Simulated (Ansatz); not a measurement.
# Indium, diamond under PBE: from relaxation to bulk modulus, part 2 of 2

What does PBE give for indium in the diamond structure? We relax it, solve it on a dense k-mesh, switch on spin-orbit coupling, then scale the cell to 7 volumes from 88 to 112 % of the relaxed one and try a fit of the equation of state. The k-meshes are 8×8×8 for the relaxation; 13×13×13 for the dense run; 8×8×8 for spin-orbit coupling; 13×13×13 for the volumes.

Ansatz 0.2.0; DFT, PBE, plane waves (420 eV) with PAW, scalar-relativistic. The steps go on from the part before.

## (6) At 92 % of the relaxed volume

This is In in the diamond structure; at room conditions it is tetragonal.

Input file input.yaml:

```yaml
crystal:
  lattice:
    - [0.0, 3.2716553846, 3.2716553846]
    - [3.2716553846, 0.0, 3.2716553846]
    - [3.2716553846, 3.2716553846, 0.0]
  atoms:
    - { symbol: In, position: [0.125, 0.125, 0.125] }
    - { symbol: In, position: [0.875, 0.875, 0.875] }
hamiltonian:
  xc: pbe
  pseudopotentials:
    kind: paw
    azcp:
      In: "pseudopotentials/In.paw.azcp"
basis:
  ecutwfc: 420
  fft_grid_basis: typed
kpoints:
  mp_grid: { grid: [13, 13, 13], shift: [0, 0, 0] }
magnetization:
  spin_polarized: false
scf:
  occupations: { method: fermi_dirac, width: 0.1 }
output:
  stress: true
```

Standard output (excerpt; [...] marks lines left out):

```text
[...]
Pseudopotentials: kind: paw
Pseudopotential: In, paw, valence charge 13, recommended cutoff 420 eV (normal), <dir>
Functional definition: PBE
[...]
Crystal: 2 atoms, lattice volume = 70.038 Å³
Basis set: ecut = 420 eV, 1363 PW (Γ)
Bands: 17, of which v1, the nominal top of the filled ones, is band 13 counted from 1 (12 counted from 0)
Symmetry: 48 space group operations
Space group: Fd-3m (ITA 227), of the structure as read, at distance tolerance 4.1e-5 Å
k-points: 84 of 2197
[...]
SCF iter   1: F=—  HF=-11194.998564 eV  |F-HF|=—  |Δ(HF+E_count)|=         —  Δρ=1.25e-3  dr2=1.30e-3  ethr=1.77e-3  ⟨swp⟩=5.8  Hψ=7270  notcnv=0
[...]
SCF iter   6: F=-11194.997346 eV  HF=-11194.997346 eV  |F-HF|=1.10e-9  |Δ(HF+E_count)|=   1.61e-7  Δρ=2.39e-6  dr2=2.64e-9  ethr=3.85e-10  ⟨swp⟩=4.9  Hψ=5278  notcnv=0
[...]
SCF converged after 6 iterations
Free energy (F): -11194.997346 eV
[...]
E sigma→0 (E₀):  -11194.972120 eV
Entropy (-TS):   -0.050452 eV (-25.226 meV/atom)
Fermi energy:    6.277864 eV
[...]
--- Stress (GPa, compression-positive) ---
        2.388429       0.000000      -0.000000
       -0.000000       2.388429       0.000000
       -0.000000       0.000000       2.388429
  P = ⅓ Tr σ = 2.3884 GPa (23.884 kbar)
```

Wall time 8 s (1 thread of an x86-64 CPU, shared host); peak memory 0.56 GiB.

## (7) At 96 % of the relaxed volume

Changes to input.yaml since step 6:

```diff
@@ -2,5 +2,5 @@
   lattice:
-    - [0.0, 3.2716553846, 3.2716553846]
-    - [3.2716553846, 0.0, 3.2716553846]
-    - [3.2716553846, 3.2716553846, 0.0]
+    - [0.0, 3.318399634, 3.318399634]
+    - [3.318399634, 0.0, 3.318399634]
+    - [3.318399634, 3.318399634, 0.0]
   atoms:
```

Standard output (excerpt; [...] marks lines left out):

```text
[...]
[... 3 set-up lines as earlier in the session ...]
[...]
Crystal: 2 atoms, lattice volume = 73.083 Å³
Basis set: ecut = 420 eV, 1411 PW (Γ)
Bands: 17, of which v1, the nominal top of the filled ones, is band 13 counted from 1 (12 counted from 0)
[... 2 set-up lines as earlier in the session ...]
k-points: 84 of 2197
[...]
SCF iter   1: F=—  HF=-11195.030951 eV  |F-HF|=—  |Δ(HF+E_count)|=         —  Δρ=1.22e-3  dr2=1.47e-3  ethr=1.77e-3  ⟨swp⟩=5.8  Hψ=7225  notcnv=0
[...]
SCF iter   6: F=-11195.029893 eV  HF=-11195.029893 eV  |F-HF|=1.42e-10  |Δ(HF+E_count)|=   3.13e-7  Δρ=2.53e-6  dr2=3.31e-9  ethr=3.85e-10  ⟨swp⟩=3.0  Hψ=5630  notcnv=0
[...]
SCF converged after 6 iterations
Free energy (F): -11195.029893 eV
[...]
E sigma→0 (E₀):  -11195.003429 eV
Entropy (-TS):   -0.052927 eV (-26.463 meV/atom)
Fermi energy:    5.865616 eV
[...]
--- Stress (GPa, compression-positive) ---
        1.093272      -0.000000       0.000000
       -0.000000       1.093272      -0.000000
        0.000000       0.000000       1.093272
  P = ⅓ Tr σ = 1.0933 GPa (10.933 kbar)
```

Run time: 8.5 s. Hardware: 1 thread of an x86-64 CPU, shared host; peak memory 0.55 GiB.

## (8) At 100 % of the relaxed volume

Changes to input.yaml since step 7:

```diff
@@ -2,5 +2,5 @@
   lattice:
-    - [0.0, 3.318399634, 3.318399634]
-    - [3.318399634, 0.0, 3.318399634]
-    - [3.318399634, 3.318399634, 0.0]
+    - [0.0, 3.3638628127, 3.3638628127]
+    - [3.3638628127, 0.0, 3.3638628127]
+    - [3.3638628127, 3.3638628127, 0.0]
   atoms:
```

Standard output (excerpt; [...] marks lines left out):

```text
[...]
[... 3 set-up lines as earlier in the session ...]
[...]
Crystal: 2 atoms, lattice volume = 76.128 Å³
Basis set: ecut = 420 eV, 1459 PW (Γ)
Bands: 17, of which v1, the nominal top of the filled ones, is band 13 counted from 1 (12 counted from 0)
[... 2 set-up lines as earlier in the session ...]
k-points: 84 of 2197
[...]
SCF iter   1: F=—  HF=-11195.041696 eV  |F-HF|=—  |Δ(HF+E_count)|=         —  Δρ=1.19e-3  dr2=1.62e-3  ethr=1.77e-3  ⟨swp⟩=5.8  Hψ=7204  notcnv=0
[...]
SCF iter   6: F=-11195.040843 eV  HF=-11195.040843 eV  |F-HF|=2.37e-9  |Δ(HF+E_count)|=   1.92e-6  Δρ=3.35e-6  dr2=8.03e-9  ethr=3.85e-10  ⟨swp⟩=4.0  Hψ=6472  notcnv=0
[...]
SCF converged after 6 iterations
Free energy (F): -11195.040843 eV
[...]
E sigma→0 (E₀):  -11195.013101 eV
Entropy (-TS):   -0.055484 eV (-27.742 meV/atom)
Fermi energy:    5.488005 eV
[...]
--- Stress (GPa, compression-positive) ---
        0.103434      -0.000000      -0.000000
       -0.000000       0.103434      -0.000000
        0.000000       0.000000       0.103434
  P = ⅓ Tr σ = 0.1034 GPa (1.034 kbar)
```

It took 8.5 s on 1 thread of an x86-64 CPU, shared host; peak memory 0.56 GiB.

## (9) At 104 % of the relaxed volume

Changes to input.yaml since step 8:

```diff
@@ -2,5 +2,5 @@
   lattice:
-    - [0.0, 3.3638628127, 3.3638628127]
-    - [3.3638628127, 0.0, 3.3638628127]
-    - [3.3638628127, 3.3638628127, 0.0]
+    - [0.0, 3.4081292419, 3.4081292419]
+    - [3.4081292419, 0.0, 3.4081292419]
+    - [3.4081292419, 3.4081292419, 0.0]
   atoms:
```

Standard output (excerpt; [...] marks lines left out):

```text
[...]
[... 3 set-up lines as earlier in the session ...]
[...]
Crystal: 2 atoms, lattice volume = 79.173 Å³
Basis set: ecut = 420 eV, 1471 PW (Γ)
Bands: 17, of which v1, the nominal top of the filled ones, is band 13 counted from 1 (12 counted from 0)
[... 1 set-up line as earlier in the session ...]
Space group: Fd-3m (ITA 227), of the structure as read, at distance tolerance 4.3e-5 Å
k-points: 84 of 2197
[...]
SCF iter   1: F=—  HF=-11195.035911 eV  |F-HF|=—  |Δ(HF+E_count)|=         —  Δρ=1.17e-3  dr2=1.74e-3  ethr=1.77e-3  ⟨swp⟩=5.8  Hψ=7205  notcnv=0
[...]
SCF iter   6: F=-11195.035338 eV  HF=-11195.035338 eV  |F-HF|=3.48e-9  |Δ(HF+E_count)|=   1.07e-6  Δρ=1.89e-6  dr2=1.73e-9  ethr=3.85e-10  ⟨swp⟩=4.0  Hψ=6353  notcnv=0
[...]
SCF converged after 6 iterations
Free energy (F): -11195.035338 eV
[...]
E sigma→0 (E₀):  -11195.006449 eV
Entropy (-TS):   -0.057778 eV (-28.889 meV/atom)
Fermi energy:    5.141016 eV
[...]
--- Stress (GPa, compression-positive) ---
       -0.645856       0.000000      -0.000000
        0.000000      -0.645856       0.000000
       -0.000000       0.000000      -0.645856
  P = ⅓ Tr σ = -0.6459 GPa (-6.459 kbar)
```

Wall time 10 s (1 thread of an x86-64 CPU, shared host); peak memory 0.57 GiB.

## (10) At 108 % of the relaxed volume

Changes to input.yaml since step 9:

```diff
@@ -2,5 +2,5 @@
   lattice:
-    - [0.0, 3.4081292419, 3.4081292419]
-    - [3.4081292419, 0.0, 3.4081292419]
-    - [3.4081292419, 3.4081292419, 0.0]
+    - [0.0, 3.4512746986, 3.4512746986]
+    - [3.4512746986, 0.0, 3.4512746986]
+    - [3.4512746986, 3.4512746986, 0.0]
   atoms:
```

Standard output (excerpt; [...] marks lines left out):

```text
[...]
[... 3 set-up lines as earlier in the session ...]
[...]
Crystal: 2 atoms, lattice volume = 82.218 Å³
Basis set: ecut = 420 eV, 1639 PW (Γ)
Bands: 17, of which v1, the nominal top of the filled ones, is band 13 counted from 1 (12 counted from 0)
[... 2 set-up lines as earlier in the session ...]
k-points: 84 of 2197
[...]
SCF iter   1: F=—  HF=-11195.017717 eV  |F-HF|=—  |Δ(HF+E_count)|=         —  Δρ=1.16e-3  dr2=1.85e-3  ethr=1.77e-3  ⟨swp⟩=5.8  Hψ=7225  notcnv=0
[...]
SCF iter   6: F=-11195.017369 eV  HF=-11195.017369 eV  |F-HF|=7.83e-9  |Δ(HF+E_count)|=   2.21e-7  Δρ=3.29e-6  dr2=8.37e-9  ethr=3.85e-10  ⟨swp⟩=4.6  Hψ=5134  notcnv=0
[...]
SCF converged after 6 iterations
Free energy (F): -11195.017369 eV
[...]
E sigma→0 (E₀):  -11194.987554 eV
Entropy (-TS):   -0.059629 eV (-29.815 meV/atom)
Fermi energy:    4.822287 eV
[...]
--- Stress (GPa, compression-positive) ---
       -1.220743      -0.000000       0.000000
       -0.000000      -1.220743      -0.000000
        0.000000      -0.000000      -1.220743
  P = ⅓ Tr σ = -1.2207 GPa (-12.207 kbar)
```

Wall time 10 s (1 thread of an x86-64 CPU, shared host); peak memory 0.56 GiB.

## (11) At 112 % of the relaxed volume

Changes to input.yaml since step 10:

```diff
@@ -2,5 +2,5 @@
   lattice:
-    - [0.0, 3.4512746986, 3.4512746986]
-    - [3.4512746986, 0.0, 3.4512746986]
-    - [3.4512746986, 3.4512746986, 0.0]
+    - [0.0, 3.4933675629, 3.4933675629]
+    - [3.4933675629, 0.0, 3.4933675629]
+    - [3.4933675629, 3.4933675629, 0.0]
   atoms:
```

Standard output (excerpt; [...] marks lines left out):

```text
[...]
[... 3 set-up lines as earlier in the session ...]
[...]
Crystal: 2 atoms, lattice volume = 85.263 Å³
Basis set: ecut = 420 eV, 1687 PW (Γ)
Bands: 17, of which v1, the nominal top of the filled ones, is band 13 counted from 1 (12 counted from 0)
[... 1 set-up line as earlier in the session ...]
Space group: Fd-3m (ITA 227), of the structure as read, at distance tolerance 4.4e-5 Å
k-points: 84 of 2197
[...]
SCF iter   1: F=—  HF=-11194.989932 eV  |F-HF|=—  |Δ(HF+E_count)|=         —  Δρ=1.16e-3  dr2=1.91e-3  ethr=1.77e-3  ⟨swp⟩=5.8  Hψ=7217  notcnv=0
[...]
SCF iter   6: F=-11194.989742 eV  HF=-11194.989742 eV  |F-HF|=1.35e-8  |Δ(HF+E_count)|=   2.25e-7  Δρ=3.68e-6  dr2=1.12e-8  ethr=3.85e-10  ⟨swp⟩=4.9  Hψ=5230  notcnv=0
[...]
SCF converged after 6 iterations
Free energy (F): -11194.989742 eV
[...]
E sigma→0 (E₀):  -11194.959070 eV
Entropy (-TS):   -0.061345 eV (-30.672 meV/atom)
Fermi energy:    4.529053 eV
[...]
--- Stress (GPa, compression-positive) ---
       -1.669440       0.000000       0.000000
        0.000000      -1.669440      -0.000000
        0.000000      -0.000000      -1.669440
  P = ⅓ Tr σ = -1.6694 GPa (-16.694 kbar)
```

Wall time 9.8 s (1 thread of an x86-64 CPU, shared host); peak memory 0.57 GiB.

## (12) The equation of state

The cell was scaled evenly, with its shape and the fractional positions fixed.

| V (Å³/atom) | E − E₀ (meV/atom) | P from the stress (GPa) | P from the fit (GPa) |
| --- | --- | --- | --- |
| 33.496 | 50.3 | 4.06 | 4.03 |
| 35.019 | 20.5 | 2.39 | 2.32 |
| 36.541 | 4.9 | 1.09 | 1.03 |
| 38.064 | 0.0 | 0.10 | 0.04 |
| 39.587 | 3.4 | -0.65 | -0.71 |
| 41.109 | 12.8 | -1.22 | -1.27 |
| 42.632 | 27.0 | -1.67 | -1.69 |

Fit (Birch-Murnaghan, third order): V₀ = 38.139 Å³/atom, B₀ = 21 GPa, B₀′ = 5.9, largest residual 0.05 meV/atom.

The fit is made to E(σ → 0), while the stress belongs to the free energy F; that is one source of the offset between the two pressures.

## (13) Summary of results

The summary covers parts 1 to 2.

| quantity | value |
| --- | --- |
| space group (spins left aside) | Fd-3m (No. 227) |
| conventional cell | a = 6.728 Å |
| volume | 38.064 Å³/atom |
| shortest distance | 2.913 Å |
| gap on the mesh | none (levels filled in part) |
| relative to body-centred tetragonal | +339 meV/atom |
| V₀, B₀, B₀′ | 38.139 Å³/atom, 21 GPa, 5.9 |

**Reading.** From the guessed start the volume grew by 7.8 % in 4 steps. Against the reference form of indium (body-centred tetragonal, computed apart with the same settings) it stands 339 meV/atom higher, so it is far from stable. Levels at the Fermi energy are filled in part, as in a metal. Totals with and without spin-orbit coupling (-1.9 eV/atom apart) can't be read as binding, since the two-component data shift the zero of energy. B₀ comes out at 21 GPa. Relaxation kept the symmetry; phonons were not checked.
